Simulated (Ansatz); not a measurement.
GaP:

```
Ga P
1.0
     3.45666    0.00000    0.00000
     0.00000    3.45666    0.00000
     0.00000    0.00000    2.80256
Ga P
1 1
Direct
  0.00000 0.00000 0.00000
  0.50000 0.50000 0.50000
```

The cell was built by a generator and needn't be a form met in nature.

```yaml
Program: Ansatz 0.2.0
Task: relaxation of cell and atoms
Functional: HSEsol
Potentials_or_basis: Ansatz PAW
Cutoff: "420 eV (not typed: the program's choice for these potentials)"
k_mesh: 4 × 4 × 5
Occupations: fermi-dirac, width 0.05 eV
Spin: no spin polarisation
```

At the start: volume 16.74 Å³/atom.

Question: How do energy, volume and symmetry change on relaxing?

Answer: It ends after 7 steps and the volume is 15.70 Å³/atom (-6.2 %); space group P4/mmm (No. 123, to 0.05 Å).

The path:
```csv
step,energy change (eV),largest force (eV/Å),volume (Å³)
1,0.0000,0.0000,33.49
2,-0.2085,0.0000,31.87
3,-0.2133,0.0000,31.52
4,-0.2138,0.0000,31.37
5,-0.2147,0.0000,31.41
6,-0.2147,0.0000,31.40
7,-0.2138,0.0000,31.40
```

Final structure:
```yaml
crystal:
  lattice:
    - [3.25359, 0.00000, 0.00000]
    - [0.00000, 3.25359, 0.00000]
    - [0.00000, 0.00000, 2.96592]
  atoms:
    - { symbol: Ga, position: [0.00000, 0.00000, 0.00000] }
    - { symbol: P, position: [0.50000, 0.50000, 0.50000] }
```

Caveat: the k mesh is coarse (spacing up to 0.45 Å⁻¹), so the values aren't converged, least of all with exact exchange; the plane-wave basis is chosen anew once the cell has moved, so the energies of steps on either side of that aren't comparable; the PAW data sets come from PBE, with cores solved anew for the run's functional, which leaves a small shift of forces and pressure.
